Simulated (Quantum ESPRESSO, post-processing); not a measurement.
# AlN/Al(1-x)Ga(x)N (10-10) interfaces, on the lattice of AlN: a series in the share x of Ga, part 8 of 9

Aim: how the results for AlN/Al(1-x)Ga(x)N (10-10) interfaces, on the lattice of AlN change with the share x of Ga.

Quantum ESPRESSO 7.5; plane-wave DFT, LDA, GBRV ultrasoft pseudopotentials.

So far. Step 11 (Variable-cell relaxation, 0.5):  The last row is no step: it is a fresh SCF in the final cell with a new plane-wave basis, -4 meV from the row before. Step 15 (Relaxing cell and ions, 0.75):  The last row is no step: it is a fresh SCF in the final cell with a new plane-wave basis, -9 meV from the row before.

## Step 18: The line-up

Read from the output:

| Quantity | Value |
| --- | --- |
| mean potential in the stack, first crystal | 2.889 eV |
| slope of the running mean in the stack, first crystal | -0.002016 eV/Å |
| mean potential in the stack, second crystal | 2.791 eV |
| valence top over the bulk's mean potential, second crystal | 6.375 eV |
| conduction bottom over the bulk's mean potential, second crystal | 9.171 eV |
| slope of the running mean in the stack, second crystal | 0.002649 eV/Å |
| period along the stack, second crystal | 5.510 Å |

## Step 19: Relaxing cell and ions, 1

System of this step: Al(1-x)Ga(x)N, x = 4/4, ordered (10-10) cell. The structure is hexagonal, space group P6_3mc (No. 186). The conventional cell has a = 3.092 Å, b = 3.092 Å, c = 4.952 Å, α = 90.00°, β = 90.00°, γ = 120.00°. Nearest to Ga lie 4 N at 1.88 to 1.89 Å. Nearest to N lie 4 Ga at 1.88 to 1.89 Å. Farther neighbours and most contacts between anions are not listed.

m3.relax.in

```
&control
  prefix = 'm3.relax'
  outdir = './out'
  pseudo_dir = './pseudo'
  nstep = 70
  forc_conv_thr = 0.0004
  calculation = 'vc-relax'
/
&system
  ibrav = 0
  nat = 8
  ntyp = 2
  ecutwfc = 48
  ecutrho = 240
  occupations = 'smearing'
  smearing = 'fd'
  degauss = 0.002
/
&electrons
  conv_thr = 1e-09
  mixing_beta = 0.4
  electron_maxstep = 120
/
&ions
/
&cell
  cell_dofree = 'z'
  press_conv_thr = 0.4
/
ATOMIC_SPECIES
  Ga  69.7230  ga_lda_v1.4.uspp.F.UPF
  N   14.0070  n_lda_v1.2.uspp.F.UPF
CELL_PARAMETERS angstrom
  3.09241662500000 0.00000000000000 0.00000000000000
  0.00000000000000 4.95246770000012 0.00000000000000
  0.00000000000000 0.00000000000000 5.35621903900013
ATOMIC_POSITIONS crystal
  Ga  0.500000000000 0.500000000000 0.166666666700
  N   0.500000000000 0.882000000000 0.166666666700
  Ga  0.000000000000 0.000000000000 0.333333333300
  N   0.000000000000 0.382000000000 0.333333333300
  Ga  0.000000000000 0.500000000000 0.666666666700
  N   0.000000000000 0.882000000000 0.666666666700
  Ga  0.500000000000 0.000000000000 0.833333333300
  N   0.500000000000 0.382000000000 0.833333333300
K_POINTS automatic
  5 3 3 0 0 0
```

Run with:

```bash
$ OMP_NUM_THREADS=1 mpirun -n 4 pw.x -nk 2 -in m3.relax.in > m3.relax.out
```

What it wrote:

```text
[banner, memory and clock lines left out]
Program PWSCF v.7.5 starts
[...]
Message from routine setup:
[...]
number of electrons       =        96.00
     number of Kohn-Sham states=           58
     kinetic-energy cutoff     =      48.0000  Ry
     charge density cutoff     =     240.0000  Ry
[...]
number of k points=    15  Fermi-Dirac smearing, width (Ry)=  0.0020
[...]
Dense  grid:    34659 G-vectors     FFT dimensions: (  30,  48,  50)
[...]
Starting wfcs are   64 randomized atomic wfcs
[...]
estimated scf accuracy    <      20.71311199 Ry
[...]
estimated scf accuracy    <       1.57510344 Ry
[...]
estimated scf accuracy    <       0.13508139 Ry
[...]
estimated scf accuracy    <       0.01113603 Ry
[...]
estimated scf accuracy    <       0.00609727 Ry
[...]
estimated scf accuracy    <       0.00011358 Ry
[...]
estimated scf accuracy    <       0.00000439 Ry
[...]
estimated scf accuracy    <       0.00000068 Ry
[...]
estimated scf accuracy    <       0.00000006 Ry
[...]
estimated scf accuracy    <       0.00000004 Ry
[...]
estimated scf accuracy    <          2.7E-09 Ry
[...]
the Fermi energy is    13.9447 ev
!    total energy              =   -1740.83627256 Ry
     estimated scf accuracy    <          3.5E-10 Ry
     smearing contrib. (-TS)   =       0.00000000 Ry
     internal energy E=F+TS    =   -1740.83627256 Ry
[...]
one-electron contribution =   -1295.41577223 Ry
     hartree contribution      =     703.58614008 Ry
     xc contribution           =    -213.51444201 Ry
     ewald contribution        =    -935.49219840 Ry
     convergence has been achieved in  12 iterations
[...]
Total force =     0.016544     Total SCF correction =     0.000012
[...]
estimated scf accuracy    <       0.00096223 Ry
[...]
estimated scf accuracy    <       0.00013071 Ry
[...]
estimated scf accuracy    <       0.00002528 Ry
[...]
estimated scf accuracy    <       0.00000093 Ry
[...]
estimated scf accuracy    <       0.00000018 Ry
[...]
estimated scf accuracy    <       0.00000001 Ry
[...]
estimated scf accuracy    <          2.6E-09 Ry
[...]
the Fermi energy is    13.3882 ev
!    total energy              =   -1740.84633799 Ry
     estimated scf accuracy    <          6.0E-11 Ry
     smearing contrib. (-TS)   =      -0.00000000 Ry
     internal energy E=F+TS    =   -1740.84633799 Ry
[...]
one-electron contribution =   -1310.50909228 Ry
     hartree contribution      =     709.35534172 Ry
     xc contribution           =    -213.32858137 Ry
     ewald contribution        =    -926.36400606 Ry
     convergence has been achieved in   8 iterations
[...]
Total force =     0.038945     Total SCF correction =     0.000060
[...]
estimated scf accuracy    <       0.00017875 Ry
[...]
estimated scf accuracy    <       0.00003034 Ry
[...]
estimated scf accuracy    <       0.00000229 Ry
[...]
estimated scf accuracy    <       0.00000028 Ry
[...]
estimated scf accuracy    <       0.00000002 Ry
[...]
estimated scf accuracy    <          1.7E-09 Ry
[...]
the Fermi energy is    13.1838 ev
!    total energy              =   -1740.84788793 Ry
     estimated scf accuracy    <          1.5E-10 Ry
     smearing contrib. (-TS)   =       0.00000000 Ry
     internal energy E=F+TS    =   -1740.84788793 Ry
[...]
one-electron contribution =   -1313.47621058 Ry
     hartree contribution      =     710.46983787 Ry
     xc contribution           =    -213.28674254 Ry
     ewald contribution        =    -924.55477268 Ry
     convergence has been achieved in   7 iterations
[...]
Total force =     0.021260     Total SCF correction =     0.000108
[...]
estimated scf accuracy    <       0.00015866 Ry
[...]
estimated scf accuracy    <       0.00002759 Ry
[...]
estimated scf accuracy    <       0.00000129 Ry
[...]
estimated scf accuracy    <       0.00000026 Ry
[...]
estimated scf accuracy    <       0.00000001 Ry
[...]
estimated scf accuracy    <          1.5E-09 Ry
[...]
estimated scf accuracy    <          3.4E-10 Ry
[...]
the Fermi energy is    13.0783 ev
!    total energy              =   -1740.84836933 Ry
     estimated scf accuracy    <          1.2E-11 Ry
     smearing contrib. (-TS)   =       0.00000000 Ry
     internal energy E=F+TS    =   -1740.84836933 Ry
[...]
one-electron contribution =   -1315.19039936 Ry
     hartree contribution      =     711.10167327 Ry
     xc contribution           =    -213.25998799 Ry
     ewald contribution        =    -923.49965525 Ry
     convergence has been achieved in   8 iterations
[...]
Total force =     0.003197     Total SCF correction =     0.000053
[...]
estimated scf accuracy    <       0.00000061 Ry
[...]
estimated scf accuracy    <       0.00000011 Ry
[...]
estimated scf accuracy    <          6.1E-09 Ry
[...]
estimated scf accuracy    <          1.0E-09 Ry
[...]
estimated scf accuracy    <          7.6E-11 Ry
[...]
the Fermi energy is    13.0829 ev
!    total energy              =   -1740.84837734 Ry
     estimated scf accuracy    <          9.7E-12 Ry
     smearing contrib. (-TS)   =       0.00000000 Ry
     internal energy E=F+TS    =   -1740.84837734 Ry
[...]
one-electron contribution =   -1315.04560159 Ry
     hartree contribution      =     711.04625968 Ry
     xc contribution           =    -213.26174356 Ry
     ewald contribution        =    -923.58729187 Ry
     convergence has been achieved in   6 iterations
[...]
Total force =     0.002089     Total SCF correction =     0.000026
[...]
estimated scf accuracy    <       0.00000131 Ry
[...]
estimated scf accuracy    <       0.00000023 Ry
[...]
estimated scf accuracy    <          9.1E-09 Ry
[...]
estimated scf accuracy    <          1.9E-09 Ry
[...]
estimated scf accuracy    <          1.6E-10 Ry
[...]
estimated scf accuracy    <          2.0E-11 Ry
[...]
the Fermi energy is    13.0839 ev
!    total energy              =   -1740.84838390 Ry
     estimated scf accuracy    <          1.5E-12 Ry
     smearing contrib. (-TS)   =       0.00000000 Ry
     internal energy E=F+TS    =   -1740.84838390 Ry
[...]
one-electron contribution =   -1314.96966229 Ry
     hartree contribution      =     711.01730000 Ry
     xc contribution           =    -213.26265342 Ry
     ewald contribution        =    -923.63336819 Ry
     convergence has been achieved in   7 iterations
[...]
Total force =     0.001665     Total SCF correction =     0.000006
[...]
estimated scf accuracy    <       0.00000263 Ry
[...]
estimated scf accuracy    <       0.00000044 Ry
[...]
estimated scf accuracy    <       0.00000002 Ry
[...]
estimated scf accuracy    <          2.6E-10 Ry
[...]
estimated scf accuracy    <          7.6E-11 Ry
[...]
estimated scf accuracy    <          2.5E-11 Ry
[...]
the Fermi energy is    13.0820 ev
!    total energy              =   -1740.84838926 Ry
     estimated scf accuracy    <          1.4E-12 Ry
     smearing contrib. (-TS)   =       0.00000000 Ry
     internal energy E=F+TS    =   -1740.84838926 Ry
[...]
one-electron contribution =   -1314.96166237 Ry
     hartree contribution      =     711.01444078 Ry
     xc contribution           =    -213.26274467 Ry
     ewald contribution        =    -923.63842301 Ry
     convergence has been achieved in   7 iterations
[...]
Total force =     0.001964     Total SCF correction =     0.000007
[...]
estimated scf accuracy    <       0.00000627 Ry
[...]
estimated scf accuracy    <       0.00000101 Ry
[...]
estimated scf accuracy    <       0.00000003 Ry
[...]
estimated scf accuracy    <          5.7E-10 Ry
[...]
estimated scf accuracy    <          1.6E-10 Ry
[...]
estimated scf accuracy    <          4.9E-11 Ry
[...]
```

Elapsed: 2.1 min, on 4 MPI ranks of Arm Neoverse V2, shared host; peak memory 0.39 GiB.

Relaxation path:

```
step  energy less that of the first step (eV)  largest force (eV/Å)  volume (Å³)
   1                                   0.0000                0.1504        82.03
   2                                  -0.1369                0.3703        84.42
   3                                  -0.1580                0.2087        84.94
   4                                  -0.1646                0.0345        85.25
   5                                  -0.1647                0.0233        85.22
   6                                  -0.1648                0.0155        85.21
   7                                  -0.1649                0.0202        85.21
   8                                  -0.1649                0.0189        85.22
   9                                  -0.1649                0.0094        85.22
  10                                  -0.1805                0.0095        85.22
```

```
     cell as run  before  after  change
           a (Å)   3.092  3.092  -0.0 %
           b (Å)   4.952  4.952  -0.0 %
           c (Å)   5.356  5.565  +3.9 %
volume (Å³/atom)   10.25  10.65  +3.9 %
```

The atoms that moved most (Å, as changes of fractional coordinates times the final cell):

```
atom     dx      dy      dz  length
  N8  0.000   0.005   0.021   0.021
  N2  0.000   0.005  -0.021   0.021
  N6  0.000   0.005  -0.021   0.021
  N4  0.000   0.005   0.021   0.021
 Ga1  0.000  -0.005  -0.008   0.009
 Ga7  0.000  -0.005   0.008   0.009
 Ga5  0.000  -0.005  -0.008   0.009
 Ga3  0.000  -0.005   0.008   0.009
```

 The last row is no step: it is a fresh SCF in the final cell with a new plane-wave basis, -16 meV from the row before.

Numbers from this step:

| Property | Result |
| --- | --- |
| free energy | -23685.4646 eV |
| Fermi energy | 13.07 eV |

## Step 20: Self-consistent run, 1

m3.bulk.in

```
&control
  prefix = 'm3.bulk'
  outdir = './out'
  pseudo_dir = './pseudo'
  calculation = 'scf'
  tprnfor = .true.
/
&system
  ibrav = 0
  nat = 8
  ntyp = 2
  ecutwfc = 40
  ecutrho = 200
  occupations = 'smearing'
  smearing = 'fd'
  degauss = 0.002
  nbnd = 52
/
&electrons
  conv_thr = 1e-09
  mixing_beta = 0.4
  electron_maxstep = 120
/
ATOMIC_SPECIES
  Ga  69.7230  ga_lda_v1.4.uspp.F.UPF
  N   14.0070  n_lda_v1.2.uspp.F.UPF
CELL_PARAMETERS angstrom
  3.09241662500000 0.00000000000000 0.00000000000000
  0.00000000000000 4.95246770000000 0.00000000000000
  0.00000000000000 0.00000000000000 5.56473180700000
ATOMIC_POSITIONS crystal
  Ga  0.500000000000 0.499022192700 0.165306714800
  N   0.500000000000 0.882977687700 0.162912239300
  Ga  0.000000000000 -0.000977811700 0.334692310900
  N   0.000000000000 0.382977993500 0.337087614000
  Ga  0.000000000000 0.499022142300 0.665307713600
  N   0.000000000000 0.882977967800 0.662912367700
  Ga  0.500000000000 -0.000977836300 0.834693261200
  N   0.500000000000 0.382977664000 0.837087778500
K_POINTS automatic
  10 6 6 0 0 0
```

Run with:

```bash
$ OMP_NUM_THREADS=1 mpirun -n 4 pw.x -nk 4 -in m3.bulk.in > m3.bulk.out
```

What it wrote:

```text
[banner, memory and clock lines left out]
Program PWSCF v.7.5 starts
[...]
Message from routine setup:
[...]
number of electrons       =        96.00
     number of Kohn-Sham states=           52
     kinetic-energy cutoff     =      40.0000  Ry
     charge density cutoff     =     200.0000  Ry
[...]
number of k points=   120  Fermi-Dirac smearing, width (Ry)=  0.0020
[...]
Dense  grid:    27451 G-vectors     FFT dimensions: (  27,  45,  48)
[...]
Starting wfcs are   64 randomized atomic wfcs
[...]
estimated scf accuracy    <      20.27454233 Ry
[...]
estimated scf accuracy    <       1.45771042 Ry
[...]
estimated scf accuracy    <       0.13600390 Ry
[...]
estimated scf accuracy    <       0.00975718 Ry
[...]
estimated scf accuracy    <       0.00309282 Ry
[...]
estimated scf accuracy    <       0.00009214 Ry
[...]
estimated scf accuracy    <       0.00003373 Ry
[...]
estimated scf accuracy    <       0.00000647 Ry
[...]
estimated scf accuracy    <       0.00000002 Ry
[...]
estimated scf accuracy    <       0.00000003 Ry
[...]
estimated scf accuracy    <          5.8E-09 Ry
[...]
the Fermi energy is    13.3019 ev
!    total energy              =   -1740.84087962 Ry
     estimated scf accuracy    <          1.6E-10 Ry
     smearing contrib. (-TS)   =      -0.00000000 Ry
     internal energy E=F+TS    =   -1740.84087962 Ry
[...]
one-electron contribution =   -1315.06113381 Ry
     hartree contribution      =     711.06603682 Ry
     xc contribution           =    -213.26358208 Ry
     ewald contribution        =    -923.58220055 Ry
     convergence has been achieved in  12 iterations
[...]
Total force =     0.000908     Total SCF correction =     0.000024
[...]
```

It took 81 s on 4 MPI ranks; peak memory 0.55 GiB; 5.4 min of CPU time.

This step gave:

```
free energy                          : -23685.3468 eV
Fermi energy                         : 13.30 eV
valence top, on the run's zero       : 11.80 eV
conduction bottom, on the run's zero : 14.12 eV
gap by band count                    : 2.322 eV
```

(Continued in part 9 of 9.)

[Logs are printed without paths, hosts, clocks, repeated set-up lines and the standing remarks that a program may print on its own settings, such as how far it seeks lower states.]

[Hosts, paths, dates, database ids (printed as entryN), source tags and the programs' standing remarks are cut or masked in the printed files.]

[Maps of the electrostatic potential energy from Ansatz leave out the sawtooth potential of an applied field or a dipole correction, so their vacuum need not be flat; planar profiles and work functions include it.]
